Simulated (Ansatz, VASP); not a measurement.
## GaAs in VASP and in Ansatz

INCAR

```
ALGO = Normal
EDIFF = 1E-6
ENCUT = 520
GGA = PE
ISIF = 2
ISMEAR = 0
LASPH = True
LCHARG = False
LREAL = False
LWAVE = False
NBANDS = 16
NELM = 100
PREC = Accurate
SIGMA = 0.02
```

KPOINTS

```
k-points
0
Gamma
  12 12 12
```

POSCAR

```
GaAs
1.0
    0.0000000000      2.9011366766      2.9011366766
    2.9011366766      0.0000000000      2.9011366766
    2.9011366766      2.9011366766      0.0000000000
Ga As
1 1
Direct
    0.0000000000      0.0000000000      0.0000000000
    0.2500000000      0.2500000000      0.2500000000
```

Input for Ansatz:

```yaml
crystal:
  lattice:
    - [0.0, 2.9011366766, 2.9011366766]
    - [2.9011366766, 0.0, 2.9011366766]
    - [2.9011366766, 2.9011366766, 0.0]
  atoms:
    - { symbol: Ga, position: [0.0, 0.0, 0.0] }
    - { symbol: As, position: [0.25, 0.25, 0.25] }
basis:
  ecutwfc: 420
kpoints:
  mp_grid: { grid: [12, 12, 12] }
hamiltonian:
  xc: pbe
scf:
  occupations: { method: gaussian, width: 0.02 }
output:
  forces: true
  stress: true
  eigenvalues: true
  write_density: true
  write_potential: true
  elf: true
  volumetric_format: npy
```

Alike in both runs: task single point; functional PBE; k mesh 12 × 12 × 12; occupations gaussian, width 0.02 eV; no spin polarisation.

|  | VASP | Ansatz |
| --- | --- | --- |
| version | VASP 6.6.1 | Ansatz 0.2.0 |
| potentials or method | VASP PAW PBE potentials, release 64 (Ga_d, As) | scalar-relativistic, plane waves, PAW |
| plane-wave cutoff (eV) | 520 | 420 |
| valence electrons in the cell | 18 | 28 |

VASP gave:

| Property | Result |
| --- | --- |
| gap on the k mesh at the Fermi level (eV) | none |
| pressure (GPa) | -1.5 |

Q: Which values does Ansatz return?

A: gap on the k mesh at the Fermi level (eV): none; pressure (GPa): -1.6.

A gap of «none» marks a metal or a gap that the smearing closes. With one functional, cell and mesh, what is left measures potentials, basis and numerics. The two sets of potentials don't hold the same shells in valence.
